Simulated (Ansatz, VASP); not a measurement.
# One calculation of Bi2H3, two programs

```
Bi H
1.0
     4.29919    0.00000    0.00000
     0.00000    4.29919    0.00000
     0.00000    0.00000    4.29919
Bi H
2 3
Direct
  0.50000 0.50000 0.50000
  0.00000 0.00000 0.00000
  0.00000 0.50000 0.50000
  0.50000 0.00000 0.50000
  0.50000 0.50000 0.00000
```

Alike in both runs: functional PBE; k mesh 10 × 10 × 10; occupations gaussian, width 0.1 eV; no spin polarisation.

Ansatz relaxed the structure, and its values are those at the end. VASP's run is a single point on that final structure, the one shown.

|  | VASP | Ansatz |
| --- | --- | --- |
| version | VASP 6.6.1 | Ansatz 0.2.0 |
| potentials or method | VASP PAW PBE potentials, release 64 (Bi_d, H) | scalar-relativistic, plane waves, PAW |
| plane-wave cutoff (eV) | 520 | 420 |
| valence electrons in the cell | 33 | 33 |

```tsv
	VASP	Ansatz	Ansatz less VASP
gap on the k mesh at the Fermi level (eV)	none	none	-
pressure (GPa)	-0.1	0.0	+0.10
```

A gap of «none» marks a metal or a gap that the smearing closes. With one functional, cell and mesh, what is left measures potentials, basis and numerics.

Caveats: spin-orbit coupling is left out, which moves the levels of the heavy elements.
